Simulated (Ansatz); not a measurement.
Sb: stiffness from a series of strains

```
CELL_PARAMETERS angstrom
3.36900 0.00000 0.00000
-1.68450 2.91764 0.00000
0.00000 0.00000 5.33000
ATOMIC_POSITIONS crystal
Sb 0.33333 0.66667 0.25000
Sb 0.66667 0.33333 0.75000
```

Atoms are numbered in the order listed.

The conventional cell has a = 3.369 Å, b = 3.369 Å, c = 5.330 Å, α = 90.00°, β = 90.00°, γ = 120.00°. Sb (atom 1) has 12 Sb at 3.30 to 3.37 Å as nearest neighbours.

The cell is COD entry 1539203, as deposited and not checked against the literature; nothing was relaxed.

Spin–orbit coupling is left out, though it moves levels of the heavy atoms by tenths of an eV or more.

Method: DFT, PBE, all-electron LAPW, scalar-relativistic in Ansatz 0.2.0.

The runs use a Γ-centred 12×12×7 k mesh, Fermi–Dirac smearing of 0.05 eV, basis error target 0.5 meV/atom, no spin polarisation.

The strain is applied along the Cartesian axes of the cell as listed (the other components stay zero). Fractional coordinates are held (clamped ions).

σ is the change of stress from the unstrained cell, which is at 3.03 GPa; tension is positive, so slopes are stress–strain coefficients at that pressure. In a metal the k mesh adds noise.

Only quantities that a quadratic follows smoothly over the whole series are listed; rougher ones are left out.

```
εxx = εyy  σzz (GPa)  σxx (GPa)
  -0.0300      -4.90      -4.94
  -0.0100      -1.54      -1.51
   0.0000       0.00       0.00
   0.0100       1.18       1.52
   0.0200       2.10       2.98
   0.0300       2.91       4.29
```

Fit the series and read off the stiffness at zero strain.

Least-squares fits y = p0 + p1 x + p2 x² to the rows give σzz (GPa): p1 = 130, p2 = -1100; σxx (GPa): p1 = 154, p2 = -390. So C13 + C23 = 130 GPa and C11 + C12 = 154 GPa, for these axes.

One run, at εxx = εyy = -0.0200, is withheld. Predict its row.

The fits give -3.09, -3.20; the run gave -3.28, -3.09.
